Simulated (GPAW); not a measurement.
# Ge (Fd-3m) in GPAW: settings compared

One crystal, Ge, is run at these levels: PBEint, PBE+D3; tasks: equation of state.

Everything below comes from runs of GPAW 26.7.0. Logs are shortened: lines on timing, memory, paths and dates and some standing lists are left out, and cuts for length are marked. The log counts tension as positive stress, the text compression.

**What was measured.**

“Sub-monolayer structures of Ag overlayers on Ge(111): experimental observations and first-principles study”, 2019, arxiv:1908.00180 quotes, for a bulk crystal of Ge: bulk modulus 75.8 GPa.

How close the calculation comes is told below.

**1. The crystal as given**

Symmetry: Fd-3m, No. 227, cubic system. The conventional cell has a = 5.658 Å, b = 5.658 Å, c = 5.658 Å, α = 90.00°, β = 90.00°, γ = 90.00°. Ge (site symmetry -43m) has 4 Ge at 2.45 Å as nearest neighbours.

**2. Equation of state, PBEint**

Contents of run.py:

```python
from ase import Atoms
from ase.eos import EquationOfState
from ase.io import Trajectory
from ase.units import GPa
from gpaw import GPAW, PW, setup_paths

setup_paths.insert(0, '.')

atoms = Atoms(['Ge', 'Ge'],
              cell=[[0.0, 2.82891, 2.82891],
                    [2.82891, 0.0, 2.82891],
                    [2.82891, 2.82891, 0.0]],
              scaled_positions=[[0.75, 0.75, 0.75],
                                [0.5, 0.5, 0.5]],
              pbc=True)

traj = Trajectory('eos.traj', 'w')
volumes, energies = [], []
for x in [0.94, 0.96, 0.98, 1.0, 1.02, 1.04, 1.06]:
    a = atoms.copy()
    a.set_cell(atoms.cell * x**(1 / 3), scale_atoms=True)
    calc = GPAW(mode=PW(600),
                xc='GGA_X_PBEINT+GGA_C_PBEINT',
                kpts={'size': (8, 8, 8), 'gamma': True},
                occupations={'name': 'fermi-dirac', 'width': 0.05},
                nbands=11,
                convergence={'density': 1e-05, 'energy': 1e-05},
                maxiter=150,
                txt=f'eos-{x:.2f}.txt')
    a.calc = calc
    energies.append(a.get_potential_energy(force_consistent=True))
    volumes.append(a.get_volume())
    p = -a.get_stress()[:3].mean() / GPa
    calc.write(f'eos-{x:.2f}.gpw')
    traj.write(a)
    print(f'{x:.2f} {volumes[-1]:10.4f} A^3 {energies[-1]:14.6f} eV {p:9.3f} GPa', flush=True)

v0, e0, B = EquationOfState(volumes, energies, eos='birchmurnaghan').fit()
print(f'V0 = {v0:.4f} A^3, E0 = {e0:.6f} eV, B0 = {B / GPa:.2f} GPa')
```

Potentials or basis: PAW data sets generated in the run's folder for this functional, pw.

Run with:

```bash
gpaw-setup -f GGA_X_PBEINT+GGA_C_PBEINT Ge
OMP_NUM_THREADS=1 python run.py
```

Output:

```text
__  _  _
 | _ |_)|_||  |
 |__||  | ||/\| - 26.7.0

Input parameters:
  mode=PW(ecut=600.0),
  convergence={'density': 1e-05, 'energy': 1e-05},
  kpts=MonkhorstPack(size=(8, 8, 8), gamma=True),
  maxiter=150,
  nbands=11,
  occupations=Occupations(name='fermi-dirac', width=0.05),
  xc=XC(name='GGA_X_PBEINT+GGA_C_PBEINT')

Diagonalizing LCAO Hamiltonian
Converting LCAO to pw mode

           Ge

       Ge

Atoms  # Å, Bohr magnetons
|   | symbol |        x |        y |        z |    initial magnetic moments |
|---|--------|----------|----------|----------|-----------------------------|
| 0 |     Ge | 4.156741 | 4.156741 | 4.156741 | ( 0.0000,  0.0000,  0.0000) |
| 1 |     Ge | 2.771161 | 2.771161 | 2.771161 | ( 0.0000,  0.0000,  0.0000) |

Unit cell  # Å
| periodic |        x |        y |        z |  lengths |    angles |
|----------|----------|----------|----------|----------|-----------|
|      yes | 0.000000 | 2.771161 | 2.771161 | 3.919013 | 60.000000 |
|      yes | 2.771161 | 0.000000 | 2.771161 | 3.919013 | 60.000000 |
|      yes | 2.771161 | 2.771161 | 0.000000 | 3.919013 | 60.000000 |

Number of symmetries: 24
Symmetry operations  # r_c * U_cc + t_c -> r_c
|    | kind |            matrix            |
|----|------|------------------------------|
|  0 |  E   |  1, 0, 0,  0, 1, 0,  0, 0, 1 |
|  1 |  σ   |  1, 0, 0,  0, 0, 1,  0, 1, 0 |
|  2 |  σ   |  1, 0,-1,  0, 1,-1,  0, 0,-1 |
|  3 |  C3  |  1, 0,-1,  0, 0,-1,  0, 1,-1 |
|  4 |  C3  |  1,-1, 0,  0,-1, 1,  0,-1, 0 |
|  5 |  σ   |  1,-1, 0,  0,-1, 0,  0,-1, 1 |
|  6 |  σ   |  0, 1, 0,  1, 0, 0,  0, 0, 1 |
|  7 |  C3  |  0, 1, 0,  0, 0, 1,  1, 0, 0 |
|  8 |  C2  |  0, 1,-1,  1, 0,-1,  0, 0,-1 |
|  9 |  S4  |  0, 1,-1,  0, 0,-1,  1, 0,-1 |
| 10 |  C3  |  0, 0, 1,  1, 0, 0,  0, 1, 0 |
| 11 |  σ   |  0, 0, 1,  0, 1, 0,  1, 0, 0 |
| 12 |  S4  |  0, 0,-1,  1, 0,-1,  0, 1,-1 |
| 13 |  C3  |  0, 0,-1,  0, 1,-1,  1, 0,-1 |
| 14 |  S4  |  0,-1, 1,  1,-1, 0,  0,-1, 0 |
| 15 |  C2  |  0,-1, 1,  0,-1, 0,  1,-1, 0 |
| 16 |  C3  |  0,-1, 0,  1,-1, 0,  0,-1, 1 |
| 17 |  S4  |  0,-1, 0,  0,-1, 1,  1,-1, 0 |
| 18 |  S4  | -1, 1, 0, -1, 0, 1, -1, 0, 0 |
| 19 |  C3  | -1, 1, 0, -1, 0, 0, -1, 0, 1 |
| 20 |  C3  | -1, 0, 1, -1, 1, 0, -1, 0, 0 |
| 21 |  S4  | -1, 0, 1, -1, 0, 0, -1, 1, 0 |
| 22 |  σ   | -1, 0, 0, -1, 1, 0, -1, 0, 1 |
| 23 |  C2  | -1, 0, 0, -1, 0, 1, -1, 1, 0 |

BZ-sampling:
  Number of BZ points: 512
  Number of IBZ points: 29

  Monkhorst-Pack size: [8, 8, 8]
  Monkhorst-Pack shift: [0.0625, 0.0625, 0.0625]

K-points  # in reciprocal-cell coordinates
|     |                                coordinates |     weight |
|-----|--------------------------------------------|------------|
|   0 | (  0.00000000,   0.00000000,   0.00000000) | 0.00195312 |
|   1 | (  0.12500000,   0.12500000,   0.00000000) | 0.01171875 |
|   2 | (  0.12500000,   0.12500000,   0.12500000) | 0.01562500 |
|   3 | (  0.25000000,   0.12500000,   0.12500000) | 0.02343750 |
|   4 | (  0.25000000,   0.25000000,   0.00000000) | 0.01171875 |
|   5 | (  0.25000000,   0.25000000,   0.12500000) | 0.04687500 |
|   6 | (  0.25000000,   0.25000000,   0.25000000) | 0.01562500 |
|   7 | (  0.37500000,   0.25000000,  -0.37500000) | 0.04687500 |
|   8 | (  0.37500000,   0.25000000,   0.12500000) | 0.04687500 |
|   9 | (  0.37500000,   0.25000000,   0.25000000) | 0.04687500 |
| ... |                                            |            |
|  28 | (  0.50000000,   0.50000000,   0.50000000) | 0.00781250 |

Plane wave coefficients: 1433
Cutoff: 600.0 eV

Spin-components: 1 (collinear spins)
Bands:           11
Projectors:      10
Spin-degeneracy: 2
Datatype:        complex128

Density:
  Valence electrons: 8.0
  Components: 1
  Grid points: [24 24 24]
  Charge: 0.0  # |e|

Potential:
  Grid points: [24 24 24]

species:
  Ge:
    name:    Germanium
    Z:       32.0
    valence: 4
    core:    28
    charge:  0.0  # [|e|]
    compensation charges:
      type: gauss
      rc: 0.32  # [Å]
      lmax: 2
    cutoffs:
      filter: 1.77  # [Å]
      core: 3.42  # [Å]
    projectors
    | kind |    occ | energy [eV] | rcut [Å] |
    |------|--------|-------------|----------|
    |   4s |  2.000 |     -11.669 |    1.005 |
    |   4p |  2.000 |      -3.850 |    1.005 |
    |    s |        |      15.542 |    1.005 |
    |    p |        |      23.361 |    1.005 |
    |    d |        |       0.000 |    1.005 |

    Using partial waves for Ge as LCAO basis

Reference energy: -114115.008080  # eV

eigensolver:
  PPCG
  Converge bands: occupied
  niter=2

density mixing:
  MSR1-Mixer
  Pratt-step length: 0.05
  Maximum mixing coefficient: 0.75
  Old densities: 10
  SVD Regularization: 0.005
  Good broyden scale: 1.0
  Trust region scale: 1.0
  Backstep threshold: 4.0
  History deletion threshold: 6.0
  Fourier metric: weight=20.0, sigma=0.015

occupation numbers:
  Fermi-Dirac:
    width: 0.0500  # eV

poisson solver:
  ecut: 4800.0  # eV

xc functional:
  name: GGA_X_PBEINT+GGA_C_PBEINT with 2 nearest neighbor stencil

convergence criteria:
- Maximum integral of absolute [dens]ity change: 1e-05 electrons / valence electron
- Maximum [total energy] change in last 3 cyles: 1e-05 eV / valence electron
- Maximum integral of absolute [eigenst]ate change: 4e-08 eV^2 / valence electron
maximum number of iterations: 150

SCF iterations
|iter     | |      energy | eigst |  dens |
|---------|-|-------------|-------|-------|
|iter:   1| |   -9.503998 | -0.48 |       |
|iter:   2| |   -9.497834 | -2.72 | -0.91 |
|iter:   3| |   -9.444656 | -2.47 | -0.93 |
|iter:   4| |   -9.443716 | -3.35 | -1.55 |
|iter:   5| |   -9.443771 | -5.14 | -2.48 |
|iter:   6| |   -9.443774c| -6.64 | -3.23 |
|iter:   7| |   -9.443775c| -7.76c| -3.77 |
|iter:   8| |   -9.443775c| -8.29c| -4.94 |
|iter:   9| |   -9.443775c| -9.25c| -5.63c|

Converged in 9 steps
Energy contributions relative to reference atoms: (reference = -114115.008080)

Energy contributions:
  Kinetic:          32.934911
  Coulomb:         -28.912117
  Zero:             -0.006245
  External:          0.000000
  Xc:              -13.460218
  Entropy:          -0.000211
  Spinorbit:         0.000000
  ----------------------------
  Free energy:      -9.443880
  Extrapolated:     -9.443775

dipole moment: (3.748822, 3.748822, 3.748822)  # |e|*Ang

Fermi level: 6.774
Eigenvalues  # (at kpt = [0.000, 0.000, 0.000])
| band index |      eig [eV] | occ [0-2] |
|------------|---------------|-----------|
|          0 |        -6.646 |     2.000 |
|          1 |         6.608 |     1.930 |
|          2 |         6.608 |     1.930 |
|          3 |         6.608 |     1.930 |
|          4 |         7.317 |     0.000 |
|          5 |         9.166 |     0.000 |
|          6 |         9.166 |     0.000 |
|          7 |         9.166 |     0.000 |
|          8 |        13.070 |     0.000 |
|          9 |        16.104 |     0.000 |
|         10 |        16.106 |     0.000 |

Gap: 0.380 eV
Transition (v -> c):
  (s=0, k=0, n=3, [0.00, 0.00, 0.00]) -> (s=0, k=28, n=4, [0.50, 0.50, 0.50])
Direct/indirect transitions are different
Direct gap: 0.709 eV
Transition at: (s=0, k=0, n=3, [0.00, 0.00, 0.00])

Stress tensor  # eV/Ang^3
|         x |         y |         z |
|-----------|-----------|-----------|
| -0.044336 | -0.000000 |  0.000000 |
| -0.000000 | -0.044336 | -0.000000 |
|  0.000000 | -0.000000 | -0.044336 |

# Writing to eos-0.94.gpw (mode='')
```

It took 71 s on 1 thread of Arm Neoverse V1, shared host; peak memory 0.24 GiB.

What came out:

| Property | Result |
| --- | --- |
| Equilibrium volume | 23.23 Å³/atom |
| Bulk modulus | 65 GPa |
| Pressure derivative of the bulk modulus | 5.3 (rough: it moves with the points fitted) |

Energy against volume, from the lowest point:
```tsv
volume (Å³/atom)	energy (meV/atom)
21.281	39.43
21.733	22.15
22.186	10.22
22.639	3.05
23.092	0.00
23.545	0.62
23.997	4.61
```

**3. Equation of state, PBE+D3**

Edit run.py of step 2 so:

```diff
@@ -1,2 +1,3 @@
 from ase import Atoms
+from ase.calculators.mixing import SumCalculator
 from ase.eos import EquationOfState
@@ -4,5 +5,4 @@
 from ase.units import GPa
-from gpaw import GPAW, PW, setup_paths
-
-setup_paths.insert(0, '.')
+from dftd3.ase import DFTD3
+from gpaw import GPAW, PW
 
@@ -22,3 +22,3 @@
     calc = GPAW(mode=PW(600),
-                xc='GGA_X_PBEINT+GGA_C_PBEINT',
+                xc='PBE',
                 kpts={'size': (8, 8, 8), 'gamma': True},
@@ -29,4 +29,4 @@
                 txt=f'eos-{x:.2f}.txt')
-    a.calc = calc
-    energies.append(a.get_potential_energy(force_consistent=True))
+    a.calc = SumCalculator([calc, DFTD3(method='pbe', damping='d3zero')])
+    energies.append(a.get_potential_energy())
     volumes.append(a.get_volume())
```

Potentials or basis: GPAW PAW data sets (gpaw-data 1.2.1), pw.

Run with:

```bash
OMP_NUM_THREADS=1 python run.py
```

Output:

```text
__  _  _
 | _ |_)|_||  |
 |__||  | ||/\| - 26.7.0

Input parameters:
  mode=PW(ecut=600.0),
  convergence={'density': 1e-05, 'energy': 1e-05},
  kpts=MonkhorstPack(size=(8, 8, 8), gamma=True),
  maxiter=150,
  nbands=11,
  occupations=Occupations(name='fermi-dirac', width=0.05),
  xc=XC(name='PBE')

Diagonalizing LCAO Hamiltonian
Converting LCAO to pw mode

           Ge

       Ge

Atoms  # Å, Bohr magnetons
|   | symbol |        x |        y |        z |    initial magnetic moments |
|---|--------|----------|----------|----------|-----------------------------|
| 0 |     Ge | 4.156741 | 4.156741 | 4.156741 | ( 0.0000,  0.0000,  0.0000) |
| 1 |     Ge | 2.771161 | 2.771161 | 2.771161 | ( 0.0000,  0.0000,  0.0000) |

Unit cell  # Å
| periodic |        x |        y |        z |  lengths |    angles |
|----------|----------|----------|----------|----------|-----------|
|      yes | 0.000000 | 2.771161 | 2.771161 | 3.919013 | 60.000000 |
|      yes | 2.771161 | 0.000000 | 2.771161 | 3.919013 | 60.000000 |
|      yes | 2.771161 | 2.771161 | 0.000000 | 3.919013 | 60.000000 |

Number of symmetries: 24
Symmetry operations  # r_c * U_cc + t_c -> r_c
|    | kind |            matrix            |
|----|------|------------------------------|
|  0 |  E   |  1, 0, 0,  0, 1, 0,  0, 0, 1 |
|  1 |  σ   |  1, 0, 0,  0, 0, 1,  0, 1, 0 |
|  2 |  σ   |  1, 0,-1,  0, 1,-1,  0, 0,-1 |
|  3 |  C3  |  1, 0,-1,  0, 0,-1,  0, 1,-1 |
|  4 |  C3  |  1,-1, 0,  0,-1, 1,  0,-1, 0 |
|  5 |  σ   |  1,-1, 0,  0,-1, 0,  0,-1, 1 |
|  6 |  σ   |  0, 1, 0,  1, 0, 0,  0, 0, 1 |
|  7 |  C3  |  0, 1, 0,  0, 0, 1,  1, 0, 0 |
|  8 |  C2  |  0, 1,-1,  1, 0,-1,  0, 0,-1 |
|  9 |  S4  |  0, 1,-1,  0, 0,-1,  1, 0,-1 |
| 10 |  C3  |  0, 0, 1,  1, 0, 0,  0, 1, 0 |
| 11 |  σ   |  0, 0, 1,  0, 1, 0,  1, 0, 0 |
| 12 |  S4  |  0, 0,-1,  1, 0,-1,  0, 1,-1 |
| 13 |  C3  |  0, 0,-1,  0, 1,-1,  1, 0,-1 |
| 14 |  S4  |  0,-1, 1,  1,-1, 0,  0,-1, 0 |
| 15 |  C2  |  0,-1, 1,  0,-1, 0,  1,-1, 0 |
| 16 |  C3  |  0,-1, 0,  1,-1, 0,  0,-1, 1 |
| 17 |  S4  |  0,-1, 0,  0,-1, 1,  1,-1, 0 |
| 18 |  S4  | -1, 1, 0, -1, 0, 1, -1, 0, 0 |
| 19 |  C3  | -1, 1, 0, -1, 0, 0, -1, 0, 1 |
| 20 |  C3  | -1, 0, 1, -1, 1, 0, -1, 0, 0 |
| 21 |  S4  | -1, 0, 1, -1, 0, 0, -1, 1, 0 |
| 22 |  σ   | -1, 0, 0, -1, 1, 0, -1, 0, 1 |
| 23 |  C2  | -1, 0, 0, -1, 0, 1, -1, 1, 0 |

BZ-sampling:
  Number of BZ points: 512
  Number of IBZ points: 29

  Monkhorst-Pack size: [8, 8, 8]
  Monkhorst-Pack shift: [0.0625, 0.0625, 0.0625]

K-points  # in reciprocal-cell coordinates
|     |                                coordinates |     weight |
|-----|--------------------------------------------|------------|
|   0 | (  0.00000000,   0.00000000,   0.00000000) | 0.00195312 |
|   1 | (  0.12500000,   0.12500000,   0.00000000) | 0.01171875 |
|   2 | (  0.12500000,   0.12500000,   0.12500000) | 0.01562500 |
|   3 | (  0.25000000,   0.12500000,   0.12500000) | 0.02343750 |
|   4 | (  0.25000000,   0.25000000,   0.00000000) | 0.01171875 |
|   5 | (  0.25000000,   0.25000000,   0.12500000) | 0.04687500 |
|   6 | (  0.25000000,   0.25000000,   0.25000000) | 0.01562500 |
|   7 | (  0.37500000,   0.25000000,  -0.37500000) | 0.04687500 |
|   8 | (  0.37500000,   0.25000000,   0.12500000) | 0.04687500 |
|   9 | (  0.37500000,   0.25000000,   0.25000000) | 0.04687500 |
| ... |                                            |            |
|  28 | (  0.50000000,   0.50000000,   0.50000000) | 0.00781250 |

Plane wave coefficients: 1433
Cutoff: 600.0 eV

Spin-components: 1 (collinear spins)
Bands:           11
Projectors:      10
Spin-degeneracy: 2
Datatype:        complex128

Density:
  Valence electrons: 8.0
  Components: 1
  Grid points: [24 24 24]
  Charge: 0.0  # |e|

Potential:
  Grid points: [24 24 24]

species:
  Ge:
    name:    Germanium
    Z:       32.0
    valence: 4
    core:    28
    charge:  0.0  # [|e|]
    compensation charges:
      type: gauss
      rc: 0.32  # [Å]
      lmax: 2
    cutoffs:
      filter: 1.77  # [Å]
      core: 3.42  # [Å]
    projectors
    | kind |    occ | energy [eV] | rcut [Å] |
    |------|--------|-------------|----------|
    |   4s |  2.000 |     -11.726 |    1.005 |
    |   4p |  2.000 |      -3.896 |    1.005 |
    |    s |        |      15.485 |    1.005 |
    |    p |        |      23.315 |    1.005 |
    |    d |        |       0.000 |    1.005 |

    Using partial waves for Ge as LCAO basis

Reference energy: -114195.275705  # eV

eigensolver:
  PPCG
  Converge bands: occupied
  niter=2

density mixing:
  MSR1-Mixer
  Pratt-step length: 0.05
  Maximum mixing coefficient: 0.75
  Old densities: 10
  SVD Regularization: 0.005
  Good broyden scale: 1.0
  Trust region scale: 1.0
  Backstep threshold: 4.0
  History deletion threshold: 6.0
  Fourier metric: weight=20.0, sigma=0.015

occupation numbers:
  Fermi-Dirac:
    width: 0.0500  # eV

poisson solver:
  ecut: 4800.0  # eV

xc functional:
  name: PBE with 2 nearest neighbor stencil

convergence criteria:
- Maximum integral of absolute [dens]ity change: 1e-05 electrons / valence electron
- Maximum [total energy] change in last 3 cyles: 1e-05 eV / valence electron
- Maximum integral of absolute [eigenst]ate change: 4e-08 eV^2 / valence electron
maximum number of iterations: 150

SCF iterations
|iter     | |      energy | eigst |  dens |
|---------|-|-------------|-------|-------|
|iter:   1| |   -8.930949 | -0.45 |       |
|iter:   2| |   -8.926263 | -2.71 | -0.90 |
|iter:   3| |   -8.884528 | -2.57 | -0.92 |
|iter:   4| |   -8.884635 | -3.46 | -1.53 |
|iter:   5| |   -8.884728 | -5.18 | -2.44 |
|iter:   6| |   -8.884733 | -6.77 | -3.20 |
|iter:   7| |   -8.884733c| -7.87c| -3.73 |
|iter:   8| |   -8.884733c| -8.41c| -5.06c|

Converged in 8 steps
Energy contributions relative to reference atoms: (reference = -114195.275705)

Energy contributions:
  Kinetic:          34.564793
  Coulomb:         -30.333039
  Zero:              0.006594
  External:          0.000000
  Xc:              -13.123003
  Entropy:          -0.000156
  Spinorbit:         0.000000
  ----------------------------
  Free energy:      -8.884812
  Extrapolated:     -8.884733

dipole moment: (3.732997, 3.732997, 3.732997)  # |e|*Ang

Fermi level: 6.852
Eigenvalues  # (at kpt = [0.000, 0.000, 0.000])
| band index |      eig [eV] | occ [0-2] |
|------------|---------------|-----------|
|          0 |        -6.579 |     2.000 |
|          1 |         6.668 |     1.950 |
|          2 |         6.668 |     1.950 |
|          3 |         6.668 |     1.950 |
|          4 |         7.347 |     0.000 |
|          5 |         9.249 |     0.000 |
|          6 |         9.249 |     0.000 |
|          7 |         9.249 |     0.000 |
|          8 |        13.266 |     0.000 |
|          9 |        16.208 |     0.000 |
|         10 |        16.212 |     0.000 |

Gap: 0.401 eV
Transition (v -> c):
  (s=0, k=0, n=3, [0.00, 0.00, 0.00]) -> (s=0, k=28, n=4, [0.50, 0.50, 0.50])
Direct/indirect transitions are different
Direct gap: 0.678 eV
Transition at: (s=0, k=0, n=3, [0.00, 0.00, 0.00])

Stress tensor  # eV/Ang^3
|         x |         y |         z |
|-----------|-----------|-----------|
| -0.059204 |  0.000000 |  0.000000 |
|  0.000000 | -0.059204 |  0.000000 |
|  0.000000 |  0.000000 | -0.059204 |

# Writing to eos-0.94.gpw (mode='')
```

stdout:

```text
0.94    42.5613 A^3      -9.241388 eV     8.513 GPa
0.96    43.4669 A^3      -9.283739 eV     6.463 GPa
0.98    44.3725 A^3      -9.315116 eV     4.638 GPa
1.00    45.2780 A^3      -9.336720 eV     3.044 GPa
1.02    46.1836 A^3      -9.350033 eV     1.649 GPa
1.04    47.0891 A^3      -9.355763 eV     0.366 GPa
1.06    47.9947 A^3      -9.354601 eV    -0.778 GPa
V0 = 47.3890 A^3, E0 = -9.356036 eV, B0 = 59.41 GPa
```

Wall time 63 s (1 thread of Arm Neoverse V1, shared host); peak memory 0.23 GiB.

Results:

| Property | Result |
| --- | --- |
| Equilibrium volume | 23.70 Å³/atom |
| Bulk modulus | 60 GPa |
| Pressure derivative of the bulk modulus | 5.3 (rough: it moves with the points fitted) |

Energy against volume, from the lowest point:
| volume (Å³/atom) | energy (meV/atom) |
| --- | --- |
| 21.281 | 57.37 |
| 21.733 | 36.17 |
| 22.186 | 20.45 |
| 22.639 | 9.58 |
| 23.092 | 2.90 |
| 23.545 | 0.00 |
| 23.997 | 0.54 |

**4. Against experiment**

Step 2. A measured bulk modulus of Ge is 75.8 GPa (quoted in “Sub-monolayer structures of Ag overlayers on Ge(111): experimental observations and first-principles study”, 2019, arxiv:1908.00180); the calculated 65 GPa misses it by -14.8 %. The fit is for a static lattice scaled at fixed shape and fixed fractional positions. The cell as given is a measured one (22.64 Å³/atom); PBEint puts the equilibrium volume +2.6 % from it, thermal expansion not counted.

Step 3. Against the measured bulk modulus of Ge, 75.8 GPa (quoted in “Sub-monolayer structures of Ag overlayers on Ge(111): experimental observations and first-principles study”, 2019, arxiv:1908.00180), the calculated 60 GPa is off by -21.4 %. The fit is for a static lattice scaled at fixed shape and fixed fractional positions. The cell as given is a measured one (22.64 Å³/atom); PBE+D3 puts the equilibrium volume +4.7 % from it, thermal expansion not counted.
